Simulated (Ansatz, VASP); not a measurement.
**Two plane-wave programs on ZnS (Wurtzite-4H)**

The input INCAR:

```
SYSTEM = ZnS
PREC = Accurate
ENCUT = 600
EDIFF = 1E-7
ISMEAR = -1
SIGMA = 0.05
LREAL = .False.
LASPH = .True.
NELM = 100
ALGO = Fast
ISIF = 3
LWAVE = .False.
LCHARG = .False.
GGA = B5
ALDAX = 1.0
AGGAX = 1.0
AGGAC = 1.0
ALDAC = 0.0
IBRION = 2
NSW = 40
EDIFFG = -0.01
```

KPOINTS

```
Automatic mesh
0
Gamma
  8 8 3
  0 0 0
```

File POSCAR:

```
ZnS
1.0
    3.8227000000      0.0000000000      0.0000000000
   -1.9113500000      3.3105553110      0.0000000000
    0.0000000000      0.0000000000     12.5200000000
Zn S
4 4
Direct
    0.6666666667      0.3333333333      0.7500000000
    0.3333333333      0.6666666667      0.2500000000
    0.0000000000      0.0000000000      0.5000000000
    0.0000000000      0.0000000000      0.0000000000
    0.6666666667      0.3333333333      0.9375000000
    0.3333333333      0.6666666667      0.4375000000
    0.0000000000      0.0000000000      0.6875000000
    0.0000000000      0.0000000000      0.1875000000
```

Contents of input.yaml:

```yaml
crystal:
  lattice:
    - [3.8227, 0.0, 0.0]
    - [-1.91135, 3.310555311, 0.0]
    - [0.0, 0.0, 12.52]
  atoms:
    - { symbol: Zn, position: [0.6666666667, 0.3333333333, 0.75] }
    - { symbol: Zn, position: [0.3333333333, 0.6666666667, 0.25] }
    - { symbol: Zn, position: [0.0, 0.0, 0.5] }
    - { symbol: Zn, position: [0.0, 0.0, 0.0] }
    - { symbol: S, position: [0.6666666667, 0.3333333333, 0.9375] }
    - { symbol: S, position: [0.3333333333, 0.6666666667, 0.4375] }
    - { symbol: S, position: [0.0, 0.0, 0.6875] }
    - { symbol: S, position: [0.0, 0.0, 0.1875] }
hamiltonian:
  xc: blyp
  pseudopotentials: { kind: paw }
kpoints:
  mp_grid: { grid: [8, 8, 3] }
scf:
  occupations: { method: fermi_dirac, width: 0.05 }
output:
  forces: true
  stress: true
  eigenvalues: true
  write_density: true
  write_potential: true
  elf: true
  volumetric_format: npy
relax:
  f_tol: 0.01
  max_steps: 40
  cell: { stress_tol: 0.05 }
```

Alike in both runs: task relaxation of cell and atoms; functional BLYP; k mesh 8 × 8 × 3; occupations fermi-dirac, width 0.05 eV; no spin polarisation.

```csv
,VASP,Ansatz
version,VASP 6.6.1,Ansatz 0.2.0
potentials or method,"VASP PAW PBE potentials, release 64 (Zn, S)",Ansatz PAW
plane-wave cutoff (eV),600,420
valence electrons in the cell,72,72
```

|  | VASP | Ansatz | Ansatz less VASP |
| --- | --- | --- | --- |
| gap on the k mesh at the Fermi level, each at its own relaxed structure (eV) | 1.80 | 1.77 | -0.027 |
| relaxed volume (Å³/atom) | 21.31 | 21.29 | -0.018 |
| relaxed cell length with the largest relative difference (Å) | 3.918 | 3.916 | -0.0012 |
| energy change over the relaxation (meV/atom) | -23 | -22 | +0.9 |

Caveats: the PAW data sets were made with another functional, which shifts forces and pressure a little (VASP); an odd mesh through Γ misses points on the zone boundary, where band edges often lie (VASP); odd divisions of the mesh miss points on the zone boundary, where band edges often lie, so the gap on the mesh can be too wide (Ansatz); the plane-wave basis is chosen anew once the cell has moved, so the energies of steps on either side of that aren't comparable (Ansatz); the PAW data sets come from PBE, with cores solved anew for the run's functional, which leaves a small shift of forces and pressure (Ansatz). Zero-point motion and thermal expansion aren't in these numbers. As with any semilocal functional, this BLYP gap is likely too small.
